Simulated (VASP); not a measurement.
A run of VASP 6.6.1:

POSCAR

```
Cr
1.0
    1.9632256951     -4.3367372682      0.0000000000
    1.9632256951      4.3367372682      0.0000000000
    0.0000000000      0.0000000000      2.7689040469
Cr
4
Direct
    0.1308788568      0.8691211432     -0.0001310988
    0.6308788568      0.3691211432      0.5001310988
    0.8691211432      0.1308788568      1.0001310988
    0.3691211432      0.6308788568      0.4998689012
```

INCAR.step1

```
SYSTEM = Cr
PREC = Accurate ; ENCUT = 520
ISMEAR = 0 ; SIGMA = 0.1
LREAL = .FALSE. ; LASPH = .TRUE.
NELM = 60 ; NBANDS = 32
GGA = PE ; ALGO = Normal
EDIFF = 1E-4 ; LWAVE = .TRUE.
LCHARG = .FALSE.
```

INCAR.step2

```
SYSTEM = Cr
PREC = Accurate ; ENCUT = 520
EDIFF = 1E-6 ; ISMEAR = 0
SIGMA = 0.1 ; LREAL = .FALSE.
LASPH = .TRUE. ; NELM = 60
ALGO = Normal ; ISIF = 2
LWAVE = .FALSE. ; LCHARG = .FALSE.
METAGGA = R2SCAN ; LMIXTAU = .TRUE.
NBANDS = 32 ; ISTART = 1
```

KPOINTS

```
Automatic mesh
0
G
  6 6 4
  0 0 0
```

Potentials or basis: VASP PAW PBE potentials, release 64 (Cr_pv).

Run with:

```console
$ cat potpaw_PBE.64/Cr_pv/POTCAR > POTCAR
$ cp INCAR.step1 INCAR
$ mpirun -np 1 vasp_std > vasp.out
$ cp INCAR.step2 INCAR
$ mpirun -np 1 vasp_std > vasp.out
```

Hardware: 1 thread of Intel(R) Xeon(R) Platinum 8488C (Sapphire Rapids), on a shared host.

Q: How long does it take, and how much memory?

A: Wall time 110 s on 1 thread of Intel(R) Xeon(R) Platinum 8488C (Sapphire Rapids), on a shared host, peak memory 0.19 GiB. Counts: scf iterations 10, k points 39.
